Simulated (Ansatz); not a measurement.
Al:

```
Al
1.0
     0.00000    2.02481    2.02481
     2.02481    0.00000    2.02481
     2.02481    2.02481    0.00000
Al
1
Direct
  0.00000 0.00000 0.00000
```

Program: Ansatz 0.2.0. Alike in all runs: potentials or basis all-electron LAPW, scalar-relativistic; no spin polarisation; cell as given; k mesh 11 × 11 × 11; basis error allowed 0.001 eV/atom.

Order these runs on this cell by their pressure, lowest first.
A. level PBE; cutoff (eV) 130; smearing gaussian 0.014 eV
B. level RPBE; cutoff (eV) 130; smearing gaussian 0.05 eV
C. level LDA; cutoff (eV) 131; smearing fermi-dirac 0.05 eV

C (-3.6 GPa), A (-0.5 GPa), B (1.0 GPa).
